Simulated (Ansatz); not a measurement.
# Al: properties at the relaxed cell

An exercise on one series of results from a longer session: the logs are not shown, and one member is left open.

This is Al in the bcc structure; at room conditions it is fcc.

Computed with Ansatz 0.2.0 (DFT PBEsol, scalar-relativistic, plane waves, PAW, unless a step's input says otherwise).

1 further run of the same task is left out (set aside as unsound or not needed).

### The system as given

It takes space group Im-3m (No. 229, cubic). Conventional cell: a = 3.213 Å, b = 3.213 Å, c = 3.213 Å, α = 90.00°, β = 90.00°, γ = 90.00°. Around Al (site symmetry m-3m) lie 8 Al at 2.78 Å.

As a file:

```cif
data_structure
_symmetry_space_group_name_H-M 'Im-3m'
_symmetry_Int_Tables_number 229
_cell_length_a 3.2129
_cell_length_b 3.2129
_cell_length_c 3.2129
_cell_angle_alpha 90.000
_cell_angle_beta 90.000
_cell_angle_gamma 90.000
_cell_volume 33.17
loop_
_atom_site_label
_atom_site_type_symbol
_atom_site_symmetry_multiplicity
_atom_site_Wyckoff_symbol
_atom_site_fract_x
_atom_site_fract_y
_atom_site_fract_z
_atom_site_occupancy
Al1 Al 2 a 0.00000 0.00000 0.00000 1
```

It goes back to an entry of the Materials Project, which need not be the stable form.

It is the result of an earlier relaxation at this level (volume 16.58 Å³/atom; gap on the mesh: none (metal)).

Set-up of the first run:

input.yaml

```yaml
crystal:
  lattice:
    - [-1.6064390039, 1.6064390039, 1.6064390039]
    - [1.6064390039, -1.6064390039, 1.6064390039]
    - [1.6064390039, 1.6064390039, -1.6064390039]
  atoms:
    - { symbol: Al, position: [0.0, 0.0, 0.0] }
basis:
  ecutwfc: 420
kpoints:
  mp_grid: { grid: [18, 18, 18] }
  band_path:
    path:
      - [[0.0, 0.0, 0.0], [0.5, -0.5, 0.5], [0.0, 0.0, 0.5], [0.0, 0.0, 0.0], [0.25, 0.25, 0.25], [0.5, -0.5, 0.5]]
      - [[0.25, 0.25, 0.25], [0.0, 0.0, 0.5]]
    npoints: 14
hamiltonian:
  xc: pbesol
scf:
  occupations: { method: gaussian, width: 0.1 }
  n_extra_bands: 6
output:
  forces: true
  stress: true
  eigenvalues: true
  populations: true
  dos: { projected: true, de: 0.02, nscf_kmesh: { grid: [27, 27, 27] } }
  bader: true
  write_density: true
  write_potential: true
  elf: true
  volumetric_format: npy
```

Command:

```
$ ansatz run input.yaml --threads 1 --pin off --max-ram 2560MiB --backend cpu --events-out ev --progress --plain --runs-dir out
```

Among the steps run: Static run: bands, density of states and charges; Back to the database's cell; Point at V/V0 = 0.97; The cell scaled to 1.03 of its volume; The cell scaled to 0.94 of its volume; Point at V/V0 = 1.06; Volume × 0.91; Volume × 1.10; Point at V/V0 = 0.88.

One table of the session follows, with a row left open; its other results are not shown here.

It belongs to the step «Energy against volume». 

```
volume (Å³/atom)  energy above the lowest point (meV/atom)  pressure (GPa)
          14.593                                      68.6           12.24
          15.090                                      36.8            8.42
          15.588                                         ?               ?
          16.085                                       3.9            2.43
          16.583                                       0.0            0.04
          17.080                                       3.1           -2.02
          17.578                                      12.2           -3.79
          18.241                                      32.1           -5.73
```

Q: Estimate the row for volume (Å³/atom) = 15.588 from the others.

Worked estimate for «energy above the lowest point (meV/atom)». A straight line through the neighbours (15.090, 36.8) and (16.085, 3.9) gives 36.8 + (3.9 − 36.8) × (15.588 − 15.090) / (16.085 − 15.090) = 20.3; a parabola fitted to 4 rows on both sides gives 15.7.

As computed: energy above the lowest point (meV/atom): 15.7; pressure (GPa): 5.19. In «energy above the lowest point (meV/atom)» the line misses by +4.6 and the parabola by 0.0.
